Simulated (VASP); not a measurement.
# Te2Pt (P-3m1) in VASP: further runs, part 2 of 2

VASP 6.6.1. Earlier steps stand in the parts before.

## (3) Band structure, PBE+D3(BJ)

This run uses another cell than the first one, of 24.13 Å³/atom, 0.964 times its volume.

Contents of INCAR:

```
SYSTEM = Te2Pt
ALGO = Fast
EDIFF = 1E-7
ENCUT = 520
GGA = PE
ICORELEVEL = 1
ISIF = 2
ISMEAR = 0
IVDW = 12
LASPH = .TRUE.
LCHARG = .FALSE.
LMAXMIX = 4
LREAL = .FALSE.
LWAVE = .FALSE.
NBANDS = 18
NELM = 80
PREC = Accurate
SIGMA = 0.03
```

Contents of KPOINTS:

```
k-points
0
G
  9 9 5
  0 0 0
```

Contents of POSCAR:

```
Te2Pt                                   
1.0
    4.0477878277     -0.0000000000      0.0000000000
   -2.0238939139      3.5054870888     -0.0000000000
   -0.0000000000     -0.0000000000      5.1006195286
  Te              Pt            
     2     1
Direct
     0.3333333300000021    0.6666666699999979    0.2667069715825882
     0.6666666699999979    0.3333333300000021    0.7332930284174118
     0.0000000000000000    0.0000000000000000    0.0000000000000000
```

Contents of KPOINTS_OPT:

```
explicit points
186
Reciprocal
 0.0000000000  0.0000000000  0.0000000000 1
 0.0263157895  0.0000000000  0.0000000000 1
 0.0526315789  0.0000000000  0.0000000000 1
 0.0789473684  0.0000000000  0.0000000000 1
 0.1052631579  0.0000000000  0.0000000000 1
 0.1315789474  0.0000000000  0.0000000000 1
[... 178 lines left out ...]
 0.5000000000  0.0000000000  0.5000000000 1
 0.5000000000  0.0000000000  0.0000000000 1
```

Potentials or basis: VASP PAW PBE potentials, release 64 (Te, Pt).

Launch:

```
> cat potpaw_PBE.64/Te/POTCAR potpaw_PBE.64/Pt/POTCAR > POTCAR
> mpirun -np 1 vasp_std > vasp.out
```

OUTCAR:

```text
SYSTEM = Te2Pt
   EDIFF = 1E-7
   ENCUT = 520
   GGA = PE
   ISIF = 2
   ISMEAR = 0
   IVDW = 12
   LASPH = .TRUE.
   LREAL = .FALSE.
   NELM = 80
   PREC = Accurate
 IVDW          = 12

 ion  position               nearest neighbor table
   1  0.333  0.667  0.267-   3 2.70   3 2.70   3 2.70   2 3.34   2 3.34   2 3.34   2 3.59   2 3.59
                             2 3.59
   2  0.667  0.333  0.733-   3 2.70   3 2.70   3 2.70   1 3.34   1 3.34   1 3.34   1 3.59   1 3.59
                             1 3.59
   3  0.000  0.000  0.000-   1 2.70   2 2.70   2 2.70   1 2.70   2 2.70   1 2.70

  LATTYP: Found a hexagonal cell.
 ALAT       =     4.0477878277
 C/A-ratio  =     1.2601005156

  Lattice vectors:

 A1 = (   4.0477878277,   0.0000000000,   0.0000000000)
 A2 = (  -2.0238939139,   3.5054870888,   0.0000000000)
 A3 = (   0.0000000000,   0.0000000000,   5.1006195286)

Analysis of symmetry for initial positions (statically):
=====================================================================
 Subroutine PRICEL returns:
 Original cell was already a primitive cell.

 Routine SETGRP: Setting up the symmetry group for a
 hexagonal supercell.

 Subroutine GETGRP returns: Found 12 space group operations
 (whereof 12 operations were pure point group operations)
 out of a pool of 24 trial point group operations.

The static configuration has the point symmetry D_3d.

Analysis of symmetry for dynamics (positions and initial velocities):
=====================================================================
 Subroutine PRICEL returns:
 Original cell was already a primitive cell.

 Routine SETGRP: Setting up the symmetry group for a
 hexagonal supercell.

 Subroutine GETGRP returns: Found 12 space group operations
 (whereof 12 operations were pure point group operations)
 out of a pool of 24 trial point group operations.

The dynamic configuration has the point symmetry D_3d.

 Subroutine INISYM returns: Found 12 space group operations
 (whereof 12 operations are pure point group operations),
 and found     1 'primitive' translations

----------------------------------------------------------------------------------------

                                     Primitive cell

  volume of cell :      72.3751

  direct lattice vectors                    reciprocal lattice vectors
     4.047787828  0.000000000  0.000000000     0.247048522  0.142633531  0.000000000
    -2.023893914  3.505487089  0.000000000     0.000000000  0.285267061  0.000000000
     0.000000000  0.000000000  5.100619529     0.000000000  0.000000000  0.196054615

  length of vectors
     4.047787828  4.047787828  5.100619529     0.285267061  0.285267061  0.196054615

  position of ions in fractional coordinates (direct lattice)
     0.333333330  0.666666670  0.266706972
     0.666666670  0.333333330  0.733293028
     0.000000000  0.000000000  0.000000000

  ion indices of the primitive-cell ions
   primitive index   ion index
                 1           1
                 2           2
                 3           3

----------------------------------------------------------------------------------------

 KPOINTS: k-points
[... 55 lines left out ...]
   ions per type =               2   1
   NGX,Y,Z   is equivalent  to a cutoff of  12.32, 12.32, 13.04 a.u.
   NGXF,Y,Z  is equivalent  to a cutoff of  24.64, 24.64, 26.07 a.u.
 SYSTEM =  Te2Pt
   PREC   = accura    normal or accurate (medium, high low for compatibility)
   ISTART =      0    job   : 0-new  1-cont  2-samecut
   ICHARG =      2    charge: 1-file 2-atom 10-const
   ISPIN  =      1    spin polarized calculation?
   LNONCOLLINEAR =      F non collinear calculations
   LSORBIT =      F    spin-orbit coupling
   LASPH  =      T    aspherical Exc in radial PAW
   ENCUT  =  520.0 eV  38.22 Ry    6.18 a.u.   7.53  7.53  9.48*2*pi/ulx,y,z
   NELM   =     80;   NELMIN=  2; NELMDL= -5     # of ELM steps
   EDIFF  = 0.1E-06   stopping-criterion for ELM
   LREAL  =      F    real-space projection
   EDIFFG = 0.1E-05   stopping-criterion for IOM
   NSW    =      0    number of steps for IOM
   IBRION =     -1    ionic relax: 0-MD 1-quasi-New 2-CG
   NFREE  =      0    steps in history (QN), initial steepest desc. (CG)
   ISIF   =      2    stress and relaxation
   ISYM   =      2    0-nonsym 1-usesym 2-fastsym
   POTIM  = 0.5000    time-step for ionic-motion
   TEBEG  =    0.0;   TEEND  =   0.0 temperature during run
   PSTRESS=    0.0 pullay stress
   NELECT =      22.0000    total number of electrons
   NUPDOWN=      -1.0000    fix difference up-down
   EMIN   =  10.00;   EMAX   =-10.00  energy-range for DOS
   EFERMI =   0.00;   METHOD = LEGACY
   ISMEAR =     0;   SIGMA  =   0.03  broadening in eV -4-tet -1-fermi 0-gaus
   EFERMI_NEDOS =   21; number of points for ismear=-14 and -15
   IALGO  =     68    algorithm
   IMIX   =      4    mixing-type and parameters
     AMIX     =   0.40;   BMIX     =  1.00
     AMIX_MAG =   1.60;   BMIX_MAG =  1.00
  volume/ion in A,a.u.               =      24.13       162.80
  Fermi-wavevector in a.u.,A,eV,Ry     =   1.100743  2.080103 16.485306  1.211636
  Thomas-Fermi vector in A             =   2.237159
   LORBIT       =      0    0 simple, 1 ext, 2 COOP (PROOUT), +10 PAW based schemes
   GGA     = PE    functional components
   LHFCALC =     F    Hartree Fock is set to
   AEXX    =    0.0000 exact exchange contribution
   IVDW    =    12    specifies the selected vdW correction
   LEPSILON=     F    determine dielectric tensor
   LRPA    =     F    only Hartree local field effects (RPA)
 non-spin polarized calculation
 RMM-DIIS sequential band-by-band and
 Gauss-broadening in eV      SIGMA  =   0.03
  energy-cutoff  :      520.00
  volume of cell :       72.38
 maximum number of plane-waves:      1975
 NGX is ok and might be reduce to    30
   NGX = 15   NGY = 15   NGZ = 19

 number of electron      21.9999996 magnetization

 Free energy of the ion-electron system (eV)
  ---------------------------------------------------
  ext. energy  EPLUGINS =         0.00000000
  ---------------------------------------------------
  free energy    TOTEN  =       -13.52723006 eV

  energy without entropy =      -13.52700250  energy(sigma->0) =      -13.52711628

 the core state eigenenergies are
   1-  1s -31608.1087  2s  -4835.6435  2p  -4339.0442  3s   -951.8431  3p   -790.5013
       3d   -546.7510  4s   -151.3251  4p   -101.3618  4d    -28.6752
   2-  1s -31608.1087  2s  -4835.6435  2p  -4339.0442  3s   -951.8431  3p   -790.5013
       3d   -546.7510  4s   -151.3251  4p   -101.3618  4d    -28.6752
   3-  1s -78390.0662  2s -13759.7273  2p -11919.9963  3s  -3223.5989  3p  -2688.0996
       3d  -2108.4705  4s   -683.9233  4p   -508.3695  4d   -295.4460  4f    -58.8603
       5s    -90.3685  5p    -44.4892

 E-fermi :   8.8111     XC(G=0): -10.6236

 val. band max:        8.7776164382   @ k =   0.3333   0.2222   0.0000
 cond. band min:       8.8654463962   @ k =   0.4444   0.1111   0.0000
 fundamental gap:      0.0878299579
 Fermi energy:         8.8110987728

 k-point     1 :       0.0000    0.0000    0.0000
  band No.  band energies     occupation
      1      -5.2325      2.00000
      2      -1.6268      2.00000
      3       2.1057      2.00000
      4       3.2101      2.00000
      5       3.2101      2.00000
      6       5.1709      2.00000
[... 265 lines left out ...]
 k-point    14 :       0.1111    0.0000    0.2000
  band No.  band energies     occupation
      1      -4.8974      2.00000
      2      -2.3050      2.00000
      3       2.7304      2.00000
      4       3.3671      2.00000
      5       3.5567      2.00000
      6       5.0446      2.00000
      7       5.0650      2.00000
      8       6.1521      2.00000
      9       7.5048      2.00000

------------------------ aborting loop because EDIFF is reached ----------------------------------------

 Edisp (eV)   -1.69932

 E8    (eV) :    -0.7800

  FORCE on cell =-STRESS in cart. coord.  units (eV):
  Direction    XX          YY          ZZ          XY          YZ          ZX
  --------------------------------------------------------------------------------------
  -------------------------------------------------------------------------------------
  Total      -0.01588    -0.01588     0.00268     0.00000     0.00000    -0.00000
  in kB      -0.35160    -0.35160     0.05932     0.00000     0.00000    -0.00000
  external pressure =       -0.21 kB  Pullay stress =        0.00 kB

 VOLUME and BASIS-vectors are now :
 -----------------------------------------------------------------------------
  energy-cutoff  :      520.00
  volume of cell :       72.38
      direct lattice vectors                 reciprocal lattice vectors
     4.047787828  0.000000000  0.000000000     0.247048522  0.142633531  0.000000000
    -2.023893914  3.505487089  0.000000000     0.000000000  0.285267061  0.000000000
     0.000000000  0.000000000  5.100619529     0.000000000  0.000000000  0.196054615

 POSITION                                       TOTAL-FORCE (eV/Angst)
 -----------------------------------------------------------------------------------
     -0.00000      2.33699      1.36037         0.000000     -0.000000     -0.002000
      2.02389      1.16850      3.74025         0.000000      0.000000      0.002000
      0.00000      0.00000      0.00000        -0.000000      0.000000      0.000000
 -----------------------------------------------------------------------------------
    total drift:                               -0.000000     -0.000000     -0.000000

  FREE ENERGIE OF THE ION-ELECTRON SYSTEM (eV)
  ---------------------------------------------------
  free  energy   TOTEN  =       -15.2265496362 eV

  energy  without entropy=      -15.2263220747  energy(sigma->0) =      -15.22643586
```

It took 82 s on 1 thread of Intel Xeon 6975P-C (Granite Rapids), shared host; peak memory 0.27 GiB.

What came out:

- Free energy: -15.2265 eV
- Pressure: 0.0 GPa
- Band gap along the path: none (metal or under the smearing width)
- Dispersion energy per atom: -0.566 eV

Levels at the corners of the path, in eV from the Fermi level:
```csv
point,band 8,band 9,band 10,band 11,band 12,band 13,band 14,band 15
Γ,-2.60,-0.43,-0.43,0.84,0.84,1.66,2.66,4.27
M,-3.34,-3.28,-3.20,-2.81,0.14,2.72,4.03,5.50
M,-3.34,-3.28,-3.20,-2.81,0.14,2.72,4.03,5.50
K,-3.52,-1.82,-1.72,-1.72,-0.11,-0.11,2.59,6.53
K,-3.52,-1.82,-1.72,-1.72,-0.11,-0.11,2.59,6.53
Γ,-2.60,-0.43,-0.43,0.84,0.84,1.66,2.66,4.27
Γ,-2.60,-0.43,-0.43,0.84,0.84,1.66,2.66,4.27
A,-2.22,-1.31,-1.28,-1.28,2.30,2.30,4.28,5.01
A,-2.22,-1.31,-1.28,-1.28,2.30,2.30,4.28,5.01
L,-3.30,-3.13,-2.20,-0.62,0.29,1.43,4.48,4.56
L,-3.30,-3.13,-2.20,-0.62,0.29,1.43,4.48,4.56
H,-3.89,-3.37,-2.62,-2.62,2.73,2.73,5.93,6.88
H,-3.89,-3.37,-2.62,-2.62,2.73,2.73,5.93,6.88
A,-2.22,-1.31,-1.28,-1.28,2.30,2.30,4.28,5.01
L,-3.30,-3.13,-2.20,-0.62,0.29,1.43,4.48,4.56
M,-3.34,-3.28,-3.20,-2.81,0.14,2.72,4.03,5.50
K,-3.52,-1.82,-1.72,-1.72,-0.11,-0.11,2.59,6.53
H,-3.89,-3.37,-2.62,-2.62,2.73,2.73,5.93,6.88
```

Core levels (eV, on the scale of the bands):
```
atom                                                                                                                                    levels
1 Te                                      1s -31608.1, 2s -4835.6, 2p -4339.0, 3s -951.8, 3p -790.5, 3d -546.8, 4s -151.3, 4p -101.4, 4d -28.7
2 Te                                      1s -31608.1, 2s -4835.6, 2p -4339.0, 3s -951.8, 3p -790.5, 3d -546.8, 4s -151.3, 4p -101.4, 4d -28.7
3 Pt  1s -78390.1, 2s -13759.7, 2p -11920.0, 3s -3223.6, 3p -2688.1, 3d -2108.5, 4s -683.9, 4p -508.4, 4d -295.4, 4f -58.9, 5s -90.4, 5p -44.5
```

Caveat: spin-orbit coupling is left out, which moves the levels of the heavy elements; pairwise dispersion overbinds metals, which lowers pressure and volume.
